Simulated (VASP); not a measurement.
# CdS (Fm-3m) in VASP: a series of runs

Runs on CdS. Level: PBEsol. Tasks: dielectric tensor.

Program: VASP 6.6.1. These are calculated values, not measurements. Logs are shortened: lines on timing, memory, paths and dates and some standing lists are left out, and cuts for length are marked.

## 1. Starting point

Symmetry: Fm-3m, No. 225, cubic system. Conventional cell: a = 5.506 Å, b = 5.506 Å, c = 5.506 Å, α = 90.00°, β = 90.00°, γ = 90.00°. Cd (site symmetry m-3m) is surrounded by 6 S at 2.75 Å. S (site symmetry m-3m) has 6 Cd at 2.75 Å as nearest neighbours.

Measurements of this composition are mostly on another form, of space group No. 186.

## 2. Dielectric tensor, PBEsol

Contents of INCAR:

```
ALGO = Normal
EDIFF = 1E-8
ENCUT = 350
GGA = PS
ISIF = 2
ISMEAR = 0
LASPH = True
LCHARG = False
LEPSILON = True
LREAL = False
LWAVE = False
NELM = 100
PREC = Accurate
SIGMA = 0.01
```

Contents of KPOINTS:

```
k-points
0
Gamma
  12 12 12
```

Contents of POSCAR:

```
CdS
1.0
    0.0000000000      2.7532440000      2.7532440000
    2.7532440000      0.0000000000      2.7532440000
    2.7532440000      2.7532440000      0.0000000000
Cd S
1 1
Direct
    0.0000000000      0.0000000000      0.0000000000
    0.5000000000      0.5000000000      0.5000000000
```

Potentials or basis: VASP PAW PBE potentials, release 64 (Cd, S).

Run with:

```
cat potpaw_PBE.64/Cd/POTCAR potpaw_PBE.64/S/POTCAR > POTCAR
mpirun -np 1 vasp_std > vasp.out
```

OUTCAR:

```text
EDIFF = 1E-8
   ENCUT = 350
   GGA = PS
   ISIF = 2
   ISMEAR = 0
   LASPH = True
   LEPSILON = True
   LREAL = False
   NELM = 100
   PREC = Accurate

 Found     72 irreducible k-points:

 Following reciprocal coordinates:
            Coordinates               Weight
  0.000000  0.000000  0.000000      1.000000
  0.083333  0.000000  0.000000      8.000000
  0.166667  0.000000  0.000000      8.000000
  0.250000  0.000000  0.000000      8.000000
  0.333333  0.000000  0.000000      8.000000
  0.416667  0.000000  0.000000      8.000000
   k-points           NKPTS =     72   k-points in BZ     NKDIM =     72   number of bands    NBANDS=     13
   number of dos      NEDOS =    301   number of ions     NIONS =      2
   total plane-waves  NPLWV =  13824
   dimension x,y,z NGX =    24 NGY =   24 NGZ =   24
   dimension x,y,z NGXF=    48 NGYF=   48 NGZF=   48
   ions per type =               1   1
   NGX,Y,Z   is equivalent  to a cutoff of  10.25, 10.25, 10.25 a.u.
   NGXF,Y,Z  is equivalent  to a cutoff of  20.49, 20.49, 20.49 a.u.
 SYSTEM =  unknown system
   PREC   = accura    normal or accurate (medium, high low for compatibility)
   ISTART =      0    job   : 0-new  1-cont  2-samecut
   ICHARG =      2    charge: 1-file 2-atom 10-const
   ISPIN  =      1    spin polarized calculation?
   LNONCOLLINEAR =      F non collinear calculations
   LSORBIT =      F    spin-orbit coupling
   LASPH  =      T    aspherical Exc in radial PAW
   ENCUT  =  350.0 eV  25.72 Ry    5.07 a.u.   5.94  5.94  5.94*2*pi/ulx,y,z
   NELM   =    100;   NELMIN=  2; NELMDL= -5     # of ELM steps
   EDIFF  = 0.1E-07   stopping-criterion for ELM
   LREAL  =      F    real-space projection
   EDIFFG = 0.1E-06   stopping-criterion for IOM
   NSW    =      0    number of steps for IOM
   IBRION =     -1    ionic relax: 0-MD 1-quasi-New 2-CG
   NFREE  =      0    steps in history (QN), initial steepest desc. (CG)
   ISIF   =      2    stress and relaxation
   ISYM   =      2    0-nonsym 1-usesym 2-fastsym
   POTIM  = 0.5000    time-step for ionic-motion
   TEBEG  =    0.0;   TEEND  =   0.0 temperature during run
   PSTRESS=    0.0 pullay stress
   NELECT =      18.0000    total number of electrons
   NUPDOWN=      -1.0000    fix difference up-down
   EMIN   =  10.00;   EMAX   =-10.00  energy-range for DOS
   EFERMI =   0.00;   METHOD = LEGACY
   ISMEAR =     0;   SIGMA  =   0.01  broadening in eV -4-tet -1-fermi 0-gaus
   EFERMI_NEDOS =   21; number of points for ismear=-14 and -15
   IALGO  =     38    algorithm
   IMIX   =      4    mixing-type and parameters
     AMIX     =   0.40;   BMIX     =  1.00
     AMIX_MAG =   1.60;   BMIX_MAG =  1.00
  volume/ion in A,a.u.               =      20.87       140.84
  Fermi-wavevector in a.u.,A,eV,Ry     =   1.236833  2.337275 20.813583  1.529755
  Thomas-Fermi vector in A             =   2.371425
   LORBIT       =      0    0 simple, 1 ext, 2 COOP (PROOUT), +10 PAW based schemes
   GGA     = PS    functional components
   LHFCALC =     F    Hartree Fock is set to
   AEXX    =    0.0000 exact exchange contribution
   IVDW    =     0    specifies the selected vdW correction
   LEPSILON=     T    determine dielectric tensor
   LRPA    =     F    only Hartree local field effects (RPA)
 non-spin polarized calculation
 Gauss-broadening in eV      SIGMA  =   0.01
  energy-cutoff  :      350.00
  volume of cell :       41.74
 maximum number of plane-waves:       636
   NGX = 11   NGY = 11   NGZ = 11

--------------------------------------- Ionic step        1  -------------------------------------------

 number of electron      18.0000013 magnetization

 E-fermi :   2.7040     XC(G=0): -10.5091

 val. band max:        2.6252827159   @ k =  -0.2500   0.1667   0.0000
 cond. band min:       2.7454561383   @ k =   0.5000   0.5000   0.0000
 fundamental gap:      0.1201734225
 Fermi energy:         2.7040309027

 k-point     1 :       0.0000    0.0000    0.0000
  band No.  band energies     occupation
      1     -10.0673      2.00000
      2      -4.9260      2.00000
      3      -4.9260      2.00000
      4      -4.9235      2.00000
      5      -4.9235      2.00000
      6      -4.9235      2.00000
      7       1.9067      2.00000
      8       1.9067      2.00000
      9       1.9067      2.00000
     10       3.3182      0.00000
     11      11.7682      0.00000
     12      11.7682      0.00000
     13      11.7682      0.00000

 k-point     2 :       0.0833    0.0000    0.0000
  band No.  band energies     occupation
      1     -10.0081      2.00000
      2      -4.9466      2.00000
      3      -4.9466      2.00000
      4      -4.9299      2.00000
      5      -4.9110      2.00000
      6      -4.9110      2.00000
      7       1.2306      2.00000
      8       1.9490      2.00000
      9       1.9490      2.00000
     10       3.9922      0.00000
     11      11.0502      0.00000
     12      11.6799      0.00000
     13      11.6799      0.00000

 k-point     3 :       0.1667    0.0000    0.0000
  band No.  band energies     occupation
      1      -9.8386      2.00000
      2      -5.0026      2.00000
      3      -5.0026      2.00000
      4      -4.9504      2.00000
      5      -4.8752      2.00000
      6      -4.8752      2.00000
      7       0.1972      2.00000
      8       2.0671      2.00000
      9       2.0671      2.00000
     10       4.9883      0.00000
     11      10.0310      0.00000
     12      10.9614      0.00000
     13      10.9614      0.00000

 k-point     4 :       0.2500    0.0000    0.0000
  band No.  band energies     occupation
      1      -9.5844      2.00000
      2      -5.0769      2.00000
      3      -5.0769      2.00000
      4      -4.9925      2.00000
      5      -4.8256      2.00000
      6      -4.8256      2.00000
      7      -0.7621      2.00000
      8       2.2366      2.00000
      9       2.2366      2.00000
     10       5.7618      0.00000
     11       9.3136      0.00000
     12       9.9752      0.00000
     13       9.9752      0.00000

 k-point     5 :       0.3333    0.0000    0.0000
  band No.  band energies     occupation
      1      -9.2957      2.00000
      2      -5.1491      2.00000
      3      -5.1491      2.00000
      4      -5.0599      2.00000
      5      -4.7754      2.00000
      6      -4.7754      2.00000
      7      -1.5324      2.00000
      8       2.4188      2.00000
      9       2.4188      2.00000
     10       6.0730      0.00000
     11       9.0819      0.00000
     12       9.1545      0.00000
     13       9.1545      0.00000

 k-point     6 :       0.4167    0.0000    0.0000
  band No.  band energies     occupation
      1      -9.0539      2.00000
      2      -5.2006      2.00000
      3      -5.2006      2.00000
      4      -5.1377      2.00000
      5      -4.7383      2.00000
      6      -4.7383      2.00000
      7      -2.0295      2.00000
      8       2.5632      2.00000
      9       2.5632      2.00000
     10       6.0406      0.00000
     11       8.6159      0.00000
     12       8.6159      0.00000
     13       9.1514      0.00000

 [... further k-points ...]

  FORCE on cell =-STRESS in cart. coord.  units (eV):
  Direction    XX          YY          ZZ          XY          YZ          ZX
  --------------------------------------------------------------------------------------
  -------------------------------------------------------------------------------------
  Total       -1.1562154     -1.1562154     -1.1562154     -0.0000000      0.0000000     -0.0000000
  in kB      -44.3797870    -44.3797870    -44.3797870     -0.0000000      0.0000000     -0.0000000
  external PRESSURE =     -44.3797870 kB  Pullay stress =       0.0000000 kB

 VOLUME and BASIS-vectors are now :
 -----------------------------------------------------------------------------
  energy-cutoff  :      350.00
  volume of cell :       41.74
      direct lattice vectors                 reciprocal lattice vectors
     0.000000000  2.753244000  2.753244000    -0.181603955  0.181603955  0.181603955
     2.753244000  0.000000000  2.753244000     0.181603955 -0.181603955  0.181603955
     2.753244000  2.753244000  0.000000000     0.181603955  0.181603955 -0.181603955

 POSITION                                       TOTAL-FORCE (eV/Angst)
 -----------------------------------------------------------------------------------
      0.00000      0.00000      0.00000        -0.000000      0.000000     -0.000000
      2.75324      2.75324      2.75324         0.000000     -0.000000      0.000000
 -----------------------------------------------------------------------------------
    total drift:                                0.000000     -0.000000     -0.000000

  FREE ENERGIE OF THE ION-ELECTRON SYSTEM (eV)
  ---------------------------------------------------
  free  energy   TOTEN  =        -6.6172308998 eV

  energy  without entropy=       -6.6172308998  energy(sigma->0) =       -6.61723090

 HEAD OF MICROSCOPIC STATIC DIELECTRIC TENSOR (INDEPENDENT PARTICLE, excluding Hartree and local field effects)
 ------------------------------------------------------
          10.083037    -0.000000    -0.000000
          -0.000000    10.083037    -0.000000
           0.000000     0.000000    10.083037
 ------------------------------------------------------

 Free energy of the ion-electron system (eV)
  ---------------------------------------------------
  ---------------------------------------------------
  free energy    TOTEN  =        -1.04738305 eV

  energy without entropy =       -1.04738305

------------------------ aborting loop because EDIFF is reached ----------------------------------------

--------------------------------------- Ionic step        2  -------------------------------------------

------------------------ aborting loop because EDIFF is reached ----------------------------------------

--------------------------------------- Ionic step        3  -------------------------------------------

 Free energy of the ion-electron system (eV)
  ---------------------------------------------------
  ---------------------------------------------------
  free energy    TOTEN  =        -1.04738308 eV

  energy without entropy =       -1.04738308

------------------------ aborting loop because EDIFF is reached ----------------------------------------

 PIEZOELECTRIC TENSOR FIELD DIRECTION 3  (e Angst)
 -----------------------------------------------------------------------------
    -0.00087  0.00000  0.00000           ( -0.00000  0.00000  0.00000)
     0.00000 -0.00087 -0.00000           (  0.00000 -0.00000 -0.00000)
     0.00000 -0.00000 -0.00165           (  0.00000 -0.00000  0.00000)

 PIEZOELECTRIC TENSOR FIELD DIRECTION 3  (C/m^2)
 -----------------------------------------------------------------------------
    -0.00033  0.00000  0.00000
     0.00000 -0.00033 -0.00000
     0.00000 -0.00000 -0.00063

 MACROSCOPIC STATIC DIELECTRIC TENSOR (including local field effects in DFT)
 ------------------------------------------------------
           9.641408    -0.000000    -0.000000
          -0.000000     9.641408     0.000000
          -0.000000    -0.000000     9.641408
 ------------------------------------------------------

 PIEZOELECTRIC TENSOR (including local field effects)  for field in x, y, z        (e  Angst)
          XX          YY          ZZ          XY          YZ          ZX
  --------------------------------------------------------------------------------
  x     0.00000     0.00000     0.00000     0.00000     0.00000     0.00000
  y     0.00000     0.00000     0.00000     0.00000     0.00000     0.00000
  z     0.00000     0.00000     0.00000     0.00000     0.00000     0.00000

 PIEZOELECTRIC TENSOR (including local field effects)  for field in x, y, z        (C/m^2)
          XX          YY          ZZ          XY          YZ          ZX
  --------------------------------------------------------------------------------
  x     0.00000     0.00000     0.00000     0.00000     0.00000     0.00000
  y     0.00000     0.00000     0.00000     0.00000     0.00000     0.00000
  z     0.00000     0.00000     0.00000     0.00000     0.00000     0.00000

 BORN EFFECTIVE CHARGES (including local field effects) (in |e|, cummulative output)
 ---------------------------------------------------------------------------------
 ion    1
    1     3.01486     0.00000    -0.00000
    2    -0.00000     3.01486    -0.00000
    3     0.00000    -0.00000     3.01486
 ion    2
    1    -3.01486    -0.00000     0.00000
    2     0.00000    -3.01486     0.00000
    3     0.00000     0.00000    -3.01486
```

It took 2.1 min on 1 thread of Intel Xeon Platinum 8488C (Sapphire Rapids), shared host; peak memory 0.25 GiB.

These settings aren't checked as converged: the numbers below hold their error.

What came out:

```yaml
Band_gap_on_the_k_mesh: 0.12 eV, indirect (least direct gap 1.41 eV)
Electronic_dielectric_tensor_diagonal: 9.64
Born_charges_mean_of_the_diagonal: Cd +3.01; S -3.01 e
```

Caveat: the gap is small at this level, which inflates the dielectric constant; the PAW data sets were made with another functional, which shifts forces and pressure a little.

## 3. Dielectric tensor, PBEsol

INCAR, as its differences from that of step 2:

```diff
@@ -2,3 +2,3 @@
 EDIFF = 1E-8
-ENCUT = 350
+ENCUT = 250
 GGA = PS
```

Contents of KPOINTS:

```
k-points
0
Gamma
  5 5 5
```

POSCAR is that of step 2.

Potentials or basis: VASP PAW PBE potentials, release 64 (Cd, S).

Run with:

```
cat potpaw_PBE.64/Cd/POTCAR potpaw_PBE.64/S/POTCAR > POTCAR
mpirun -np 1 vasp_std > vasp.out
```

OUTCAR:

```text
EDIFF = 1E-8
   ENCUT = 250
   GGA = PS
   ISIF = 2
   ISMEAR = 0
   LASPH = True
   LEPSILON = True
   LREAL = False
   NELM = 100
   PREC = Accurate

 Found     10 irreducible k-points:

 Following reciprocal coordinates:
            Coordinates               Weight
  0.000000  0.000000  0.000000      1.000000
  0.200000  0.000000  0.000000      8.000000
  0.400000  0.000000  0.000000      8.000000
  0.200000  0.200000  0.000000      6.000000
  0.400000  0.200000  0.000000     24.000000
 -0.400000  0.200000  0.000000     24.000000
   k-points           NKPTS =     10   k-points in BZ     NKDIM =     10   number of bands    NBANDS=     13
   number of dos      NEDOS =    301   number of ions     NIONS =      2
   total plane-waves  NPLWV =   8000
   dimension x,y,z NGX =    20 NGY =   20 NGZ =   20
[... 233 lines left out ...]
     0.00000  0.00108 -0.00000
    -0.00000  0.00000 -0.00243

 MACROSCOPIC STATIC DIELECTRIC TENSOR (including local field effects in DFT)
 ------------------------------------------------------
          13.240804     0.000000    -0.000000
           0.000000    13.240804    -0.000000
           0.000000     0.000000    13.240804
 ------------------------------------------------------

 PIEZOELECTRIC TENSOR (including local field effects)  for field in x, y, z        (e  Angst)
          XX          YY          ZZ          XY          YZ          ZX
  --------------------------------------------------------------------------------
  x     0.00000     0.00000     0.00000     0.00000     0.00000     0.00000
  y     0.00000     0.00000     0.00000     0.00000     0.00000     0.00000
  z     0.00000     0.00000     0.00000     0.00000     0.00000     0.00000

 PIEZOELECTRIC TENSOR (including local field effects)  for field in x, y, z        (C/m^2)
          XX          YY          ZZ          XY          YZ          ZX
  --------------------------------------------------------------------------------
  x     0.00000     0.00000     0.00000     0.00000     0.00000     0.00000
  y     0.00000     0.00000     0.00000     0.00000     0.00000     0.00000
  z     0.00000     0.00000     0.00000     0.00000     0.00000     0.00000

 BORN EFFECTIVE CHARGES (including local field effects) (in |e|, cummulative output)
 ---------------------------------------------------------------------------------
 ion    1
    1     3.36699     0.00000     0.00000
    2    -0.00000     3.36699     0.00000
    3     0.00000     0.00000     3.36699
 ion    2
    1    -3.36699    -0.00000     0.00000
    2     0.00000    -3.36699     0.00000
    3     0.00000     0.00000    -3.36699
```

OSZICAR:

```text
[... 13 lines left out ...]
RMM:   3    -0.142910829599E+01    0.29328E-01   -0.41408E-02   643   0.107E+00    0.112E+00
RMM:   4    -0.145605897461E+01   -0.26951E-01   -0.24004E-02   677   0.861E-01    0.269E-01
RMM:   5    -0.147555955340E+01   -0.19501E-01   -0.91890E-04   712   0.223E-01    0.530E-02
RMM:   6    -0.147638418656E+01   -0.82463E-03   -0.26365E-05   754   0.319E-02    0.162E-02
RMM:   7    -0.147715347474E+01   -0.76929E-03   -0.28761E-06   711   0.130E-02    0.210E-03
RMM:   8    -0.147720977095E+01   -0.56296E-04    0.11332E-06   708   0.322E-03    0.117E-03
RMM:   9    -0.147719915251E+01    0.10618E-04    0.87021E-06   729   0.841E-04    0.326E-04
RMM:  10    -0.147719845048E+01    0.70203E-06    0.43781E-06   693   0.305E-04    0.104E-04
RMM:  11    -0.147719872521E+01   -0.27474E-06    0.16092E-06   360   0.598E-05    0.935E-06
```

stdout:

```text
POSCAR found type information on POSCAR CdS
 POSCAR found :  2 types and       2 ions
 scaLAPACK will be used
 -----------------------------------------------------------------------------
|                                                                             |
|                                                                             |
|     You enforced a specific xc type in the INCAR file but a different       |
[... 28 lines left out ...]
  Direction:   1
 dielectric tensor                  component  1 :    13.241     4.417     0.993
 Linear response to external field, progress :
  Direction:   2
 dielectric tensor                  component  2 :     4.583    13.241    -0.925
 Linear response to external field, progress :
  Direction:   3
 dielectric tensor                  component  3 :     1.167     2.491    13.241
 Born effective charges drift removed
```

It took 29 s on 1 thread of Intel Xeon Platinum 8488C (Sapphire Rapids), shared host; peak memory 0.12 GiB.

The run converged, but a check on its numbers failed (symmetry, net force, bounds or a known fault of this set-up), so they aren't taken as properties of the crystal.

Caveat: the cutoff lies under the usual one of these potentials, so the numbers hold a large basis-set error; the gap is small at this level, which inflates the dielectric constant; the PAW data sets were made with another functional, which shifts forces and pressure a little; an odd mesh through Γ misses points on the zone boundary, where band edges often lie.

(Part 1 of 3 ends here.)
